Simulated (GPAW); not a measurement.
# free-standing square V monolayer, spacing 3.002 A: cost and accuracy of all numerical settings together, part 2 of 2

Aim: see how far moments and order energies of free-standing square V monolayer, spacing 3.002 A move with all numerical settings together, and what each rung costs.

GPAW 26.7.0; PBE; plane waves with GPAW's PAW setups, scalar-relativistic.

So far, largest spin moment in the augmentation sphere (μB): step 2 (rung 1 (280 eV, mesh 4×4×1), start ferro +) 2.67; step 3 (rung 1 (280 eV, mesh 4×2×1), start antiferro q=(0,1/2,0) +-) 2.72; step 4 (rung 2 (380 eV, mesh 6×6×1), start ferro +) 2.58; step 5 (rung 2 (380 eV, mesh 6×3×1), start antiferro q=(0,1/2,0) +-) 2.73; step 6 (rung 3 (500 eV, mesh 8×8×1), start ferro +) 2.55.

**7. Rung 3 (500 eV, mesh 8×4×1), start antiferro q=(0,1/2,0) +-**

Contents of order2.py:

```python
import json
import numpy as np
from ase import Atoms
from ase.parallel import paropen, parprint
from gpaw import GPAW

atoms = Atoms(['V', 'V'],
    cell=[[3.002, 0.0, 0.0],
         [0.0, 6.004, 0.0],
         [0.0, 0.0, 14.0]],
    scaled_positions=[[0.0, 0.0, 0.5],
         [0.0, 0.5, 0.5]],
    pbc=True,
    magmoms=[1.5, -1.5])
atoms.calc = GPAW(mode={'name': 'pw', 'ecut': 500},
    xc='PBE',
    kpts={'size': (8, 4, 1), 'gamma': True},
    occupations={'name': 'fermi-dirac', 'width': 0.1},
    convergence={'density': 1e-05, 'energy': 1e-05},
    maxiter=200,
    symmetry={'tolerance': 1e-4},
    txt='order2.txt')
e = atoms.get_potential_energy(force_consistent=True)
res = {'free_energy': e, 'energy_sigma0': atoms.get_potential_energy(), 'fermi_energy': atoms.calc.get_fermi_level()}
res['moments'] = atoms.get_magnetic_moments().tolist()
res['total'] = atoms.get_magnetic_moment()
parprint('site moments (muB):', np.round(res['moments'], 3))
parprint(f"total moment: {res['total']:.3f} muB")
parprint(f'free energy: {e:.6f} eV')
atoms.calc.write('order2.gpw')
with paropen('results.json', 'w') as f:
    json.dump(res, f)
```

Started as:

```sh
$ OMP_NUM_THREADS=1 python3 order2.py > order2.log
```

The log of the run:

```text
site moments (muB): [ 2.716 -2.716]
total moment: -0.000 muB
free energy: -10.967458 eV

--- order2.txt ---
Input parameters:
  mode=PW(ecut=500),
  convergence={'density': 1e-05, 'energy': 1e-05},
  kpts=MonkhorstPack(size=(8, 4, 1), gamma=True),
  maxiter=200,
  occupations=Occupations(name='fermi-dirac', width=0.1),
  symmetry=Symmetry(tolerance=0.0001),
  xc=XC(name='PBE')

Diagonalizing LCAO Hamiltonian
[...]
|          6 |       -38.257 |     1.000 |       -38.257 |     1.000 |
|          7 |       -38.252 |     1.000 |       -38.252 |     1.000 |
[...]
|         16 |        -1.439 |     0.000 |        -1.439 |     0.000 |
|         17 |        -0.423 |     0.000 |        -0.423 |     0.000 |
|         18 |         0.131 |     0.000 |         0.131 |     0.000 |
|         19 |         0.611 |     0.000 |         0.611 |     0.000 |

No gap
No difference between direct/indirect transitions


[key lines of the parts left out:]
Free energy:     -10.967458
Converged in 17 steps
dipole moment: (-14.119564, -14.119564, 0.000000)  # |e|*Ang
Fermi level: -2.427
```

It took 27 s on 1 MPI rank of AMD EPYC 9R45, shared host; peak memory 0.31 GiB.

Numbers from this step:

```
magnetization  : 0 μB
final state    : antiferromagnetic
largest moment : 2.716 μB
```

This start lies -93.7 meV a seeded atom from the first, a change of +33.6 meV since rung 2; its largest moment is 2.72 μB.

**8. Rung 4 (700 eV, mesh 10×10×1), start ferro +**

Contents of order1.py:

```python
import json
import numpy as np
from ase import Atoms
from ase.parallel import paropen, parprint
from gpaw import GPAW

atoms = Atoms(['V'],
    cell=[[3.002, 0.0, 0.0],
         [0.0, 3.002, 0.0],
         [0.0, 0.0, 14.0]],
    scaled_positions=[[0.0, 0.0, 0.5]],
    pbc=True,
    magmoms=[1.5])
atoms.calc = GPAW(mode={'name': 'pw', 'ecut': 700},
    xc='PBE',
    kpts={'size': (10, 10, 1), 'gamma': True},
    occupations={'name': 'fermi-dirac', 'width': 0.05},
    convergence={'density': 1e-05, 'energy': 1e-05},
    maxiter=200,
    symmetry={'tolerance': 1e-4},
    txt='order1.txt')
e = atoms.get_potential_energy(force_consistent=True)
res = {'free_energy': e, 'energy_sigma0': atoms.get_potential_energy(), 'fermi_energy': atoms.calc.get_fermi_level()}
res['moments'] = atoms.get_magnetic_moments().tolist()
res['total'] = atoms.get_magnetic_moment()
parprint('site moments (muB):', np.round(res['moments'], 3))
parprint(f"total moment: {res['total']:.3f} muB")
parprint(f'free energy: {e:.6f} eV')
atoms.calc.write('order1.gpw')
with paropen('results.json', 'w') as f:
    json.dump(res, f)
```

Started as:

```sh
$ OMP_NUM_THREADS=1 python3 order1.py > order1.log
```

The log of the run:

```text
site moments (muB): [2.564]
total moment: 3.398 muB
free energy: -5.348744 eV

--- order1.txt ---
Input parameters:
  mode=PW(ecut=700),
  convergence={'density': 1e-05, 'energy': 1e-05},
  kpts=MonkhorstPack(size=(10, 10, 1), gamma=True),
  maxiter=200,
  occupations=Occupations(name='fermi-dirac', width=0.05),
  symmetry=Symmetry(tolerance=0.0001),
  xc=XC(name='PBE')

Diagonalizing LCAO Hamiltonian
[...]
|          3 |       -41.323 |     1.000 |       -38.470 |     1.000 |
|          4 |        -6.480 |     1.000 |        -5.263 |     1.000 |
[...]
|          9 |        -2.096 |     0.000 |         0.413 |     0.000 |
|         10 |        -1.455 |     0.000 |         0.413 |     0.000 |
|         11 |         1.173 |     0.000 |         1.619 |     0.000 |
|         12 |         2.203 |     0.000 |         2.680 |     0.000 |

No gap
No difference between direct/indirect transitions


[key lines of the parts left out:]
Free energy:      -5.348744
Converged in 15 steps
dipole moment: (-7.079649, -7.079649, 0.000000)  # |e|*Ang
Fermi level: -2.506
```

Run time: 18 s. Hardware: 1 MPI rank; peak memory 0.28 GiB.

Read from the output:

| Quantity | Value |
| --- | --- |
| magnetization | 3.398 μB |
| final state | ferromagnetic |
| largest moment | 2.564 μB |

The largest moment moves by +0.02 μB from rung 3, at 2.2 times its CPU time.

**9. Rung 4 (700 eV, mesh 10×5×1), start antiferro q=(0,1/2,0) +-**

order2.py is the script of step 7 with these lines changed:

```diff
@@ -14,6 +14,6 @@
     magmoms=[1.5, -1.5])
-atoms.calc = GPAW(mode={'name': 'pw', 'ecut': 500},
+atoms.calc = GPAW(mode={'name': 'pw', 'ecut': 700},
     xc='PBE',
-    kpts={'size': (8, 4, 1), 'gamma': True},
-    occupations={'name': 'fermi-dirac', 'width': 0.1},
+    kpts={'size': (10, 5, 1), 'gamma': True},
+    occupations={'name': 'fermi-dirac', 'width': 0.05},
     convergence={'density': 1e-05, 'energy': 1e-05},
```

Started as:

```sh
$ OMP_NUM_THREADS=1 python3 order2.py > order2.log
```

The log of the run:

```text
site moments (muB): [ 2.719 -2.719]
total moment: 0.000 muB
free energy: -10.896871 eV

--- order2.txt ---
Input parameters:
  mode=PW(ecut=700),
  convergence={'density': 1e-05, 'energy': 1e-05},
  kpts=MonkhorstPack(size=(10, 5, 1), gamma=True),
  maxiter=200,
  occupations=Occupations(name='fermi-dirac', width=0.05),
  symmetry=Symmetry(tolerance=0.0001),
  xc=XC(name='PBE')

Diagonalizing LCAO Hamiltonian
[...]
|          6 |       -38.201 |     1.000 |       -38.201 |     1.000 |
|          7 |       -38.172 |     1.000 |       -38.172 |     1.000 |
[...]
|         16 |        -1.417 |     0.000 |        -1.417 |     0.000 |
|         17 |        -0.427 |     0.000 |        -0.427 |     0.000 |
|         18 |         0.227 |     0.000 |         0.227 |     0.000 |
|         19 |         0.651 |     0.000 |         0.651 |     0.000 |

No gap
No difference between direct/indirect transitions


[key lines of the parts left out:]
Free energy:     -10.896871
Converged in 17 steps
dipole moment: (-14.114436, -14.114436, 0.000000)  # |e|*Ang
Fermi level: -2.389
```

The job ended after 59 s (1 MPI rank; peak memory 0.47 GiB).

Numbers from this step:

```
magnetization  : 0 μB
final state    : antiferromagnetic
largest moment : 2.719 μB
```

This start lies -99.7 meV a seeded atom from the first, a change of -6.0 meV since rung 3; its largest moment is 2.72 μB.

**10. The rungs together**

Ladder, by row:

| rung | cutoff (eV) | mesh | smearing (eV) | state from the first start | state from the second start | second less first (meV a seeded atom) | moment, first (μB) | moment, second (μB) | CPU time (s) |
| --- | --- | --- | --- | --- | --- | --- | --- | --- | --- |
| 1 | 280 | 4x4x1 | 0.2 | ferromagnetic | antiferromagnetic | -112.7 | 2.668 | 2.722 | 10.15 |
| 2 | 380 | 6x6x1 | 0.15 | ferromagnetic | antiferromagnetic | -127.3 | 2.582 | 2.726 | 18.57 |
| 3 | 500 | 8x8x1 | 0.1 | ferromagnetic | antiferromagnetic | -93.65 | 2.549 | 2.716 | 35.37 |
| 4 | 700 | 10x10x1 | 0.05 | ferromagnetic | antiferromagnetic | -99.69 | 2.564 | 2.719 | 77.26 |

**11. Outcome**

```yaml
range_of_the_moment_in_the_table_second_start: 2.72 to 2.73 μB
range_of_cpu_time: 10 s to 77 s
range_of_the_energy_difference: -127 to -93.7 meV a seeded atom
```

What this shows: Only the last rung can serve as the reference, and the rung before it is still 6.0 meV away, so convergence is not shown. The second start ends lower on every rung of the table; whether functional and cell give the true order is another question.

[Logs and program files are shortened in this print: banners, set-up blocks, solver, clock and traceback lines can be left out without a mark of their own.]

[Logs are printed without paths, hosts, clocks, repeated set-up lines and the standing remarks that a program may print on its own settings, such as how far it seeks lower states.]

[Hosts, paths, dates, database ids (printed as entryN), source tags and the programs' standing remarks are cut or masked in the printed files.]

[Where a cell is said to come from a database of computed structures, the database is the Materials Project.]
